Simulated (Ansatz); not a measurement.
TlBr (started from an entry of an open crystallographic database), relaxed with r2SCAN+rVV10, was run in Ansatz 0.2.0 under altered settings. All numbers are computed, without spin polarisation but where a row says otherwise.

```
CELL_PARAMETERS angstrom
3.94619 0.00000 0.00000
0.00000 3.94619 0.00000
0.00000 0.00000 3.94619
ATOMIC_POSITIONS crystal
Tl 0.00000 0.00000 0.00000
Br 0.50000 0.50000 0.50000
```

The base run's other keys:
```yaml
kpoints:
  mp_grid: { grid: [4, 4, 4] }
hamiltonian:
  xc: hse06
scf:
  occupations: { method: fixed }
  n_extra_bands: 4
```

It takes 11 iterations with 1213 plane waves at 420 eV and 10 k points, and leaves a mean stress of +1.72 GPa. The gap over this mesh is 2.462 eV.

Outcomes, with energy and stress as changes against the base:
```csv
setting,outcome,ΔF (meV/atom),Δ mean stress (GPa),gap on the mesh (eV),iterations
"PBE hybrid, exx coeff 0.4, omega 0.3 1/Å",converged,–,-0.2,2.622,11
"PBE hybrid, exx coeff 0.15, unscreened",converged,–,+0.1,2.558,10
"PBE hybrid, exx coeff 0.05, omega 0.2078 1/Å",converged,–,+0.3,1.910,9
hamiltonian.xc: wpbeh,converged,–,-0.2,2.366,11
scf.max_iter: 2,not converged,–,–,–,4
scf.occupations: tetrahedron,refused,–,–,–,–
```
A dash marks a value that wasn't obtained or can't be compared. Stress is positive in compression.

- PBE hybrid, exx coeff 0.4, omega 0.3 1/Å. That is 40 % exact exchange, screened with ω = 0.3 1/Å, against HSE06's 25 % screened at 0.208 1/Å. The mean stress moves by -0.2 GPa and the gap on the mesh by +0.160 eV (to 2.622). Totals of different functionals aren't comparable.
- PBE hybrid, exx coeff 0.15, unscreened. That is 15 % exact exchange, at all ranges, against HSE06's 25 % screened at 0.208 1/Å. The mean stress moves by +0.1 GPa and the gap on the mesh by +0.096 eV (to 2.558). Totals of different functionals aren't comparable.
- PBE hybrid, exx coeff 0.05, omega 0.2078 1/Å. That is 5 % exact exchange, screened with ω = 0.2078 1/Å, against HSE06's 25 % screened at 0.208 1/Å. The mean stress moves by +0.3 GPa and the gap on the mesh by -0.552 eV (to 1.910). Totals of different functionals aren't comparable.
- hamiltonian.xc: wpbeh. The mean stress moves by -0.2 GPa and the gap on the mesh by -0.096 eV (to 2.366). It's another functional on the same cell, so totals aren't comparable.
- scf.max_iter: 2. The run did not converge. It stopped after 4 iterations; the base needs 11. Nothing that it printed is a property of the solid. Error: did not converge after 2 iterations: dr2 = 1.18e-3 (threshold 1.00e-7), under the density mixer `msr1`, which `scf.mixing.algorithm: auto` chose by the deck's other keys (type `scf.mixing.algorithm: msr1` to keep it); this is the SCF of exchange-loop cycle 1 […]
- scf.occupations: tetrahedron. The program doesn't start. Error: 2 input errors — fix all and re-run

Spin-orbit coupling is left out; in compounds of Pb, Bi, Tl or Hg it can lower a gap by up to about 1 eV, split its edges or invert the bands.

The program warns that its thresholds are loose for a hybrid's stress.

The meshes of the hybrids are coarse, so their gaps aren't converged to the digits shown.
